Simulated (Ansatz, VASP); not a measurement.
**Zr: VASP beside Ansatz**

```
Zr
1.0
    -1.80062    1.80062    1.80062
     1.80062   -1.80062    1.80062
     1.80062    1.80062   -1.80062
Zr
1
Direct
  0.00000 0.00000 0.00000
```

Alike in both runs: task single point; functional revPBE; k mesh 14 × 14 × 14; occupations fermi-dirac, width 0.1 eV; no spin polarisation.

|  | VASP | Ansatz |
| --- | --- | --- |
| version | VASP 6.6.1 | Ansatz 0.2.0 |
| potentials or method | VASP PAW PBE potentials, release 64 (Zr_sv) | plane waves (420 eV) with PAW, scalar-relativistic |
| plane-wave cutoff (eV) | 520 | 420 |
| valence electrons in the cell | 12 | 12 |

```csv
,VASP,Ansatz,Ansatz less VASP
pressure (GPa),-0.1,-0.1,-0.01
```

The functional is the same, so the differences come from potentials, cutoffs and numerics.

Caveats: the PAW data sets were made with another functional, which shifts forces and pressure a little (VASP).
